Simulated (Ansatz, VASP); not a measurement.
## Be: VASP beside Ansatz

```
CELL_PARAMETERS angstrom
-1.23122 1.23122 1.23122
1.23122 -1.23122 1.23122
1.23122 1.23122 -1.23122
ATOMIC_POSITIONS crystal
Be 0.00000 0.00000 0.00000
```

Alike in both runs: functional LDA; k mesh 17 × 17 × 17; occupations fermi-dirac, width 0.1 eV; no spin polarisation.

Ansatz relaxed the structure, and its values are those at the end. VASP's run is a single point on that final structure, the one shown.

|  | VASP | Ansatz |
| --- | --- | --- |
| version | VASP 6.6.1 | Ansatz 0.2.0 |
| potentials or method | VASP PAW LDA potentials, release 64 (Be) | plane waves (420 eV) with PAW, scalar-relativistic |
| plane-wave cutoff (eV) | 520 | 420 |
| valence electrons in the cell | 2 | 2 |

```csv
,VASP,Ansatz,Ansatz less VASP
pressure (GPa),0.4,0.0,-0.45
```

Ansatz warned: «pseudo_functional_mismatch».
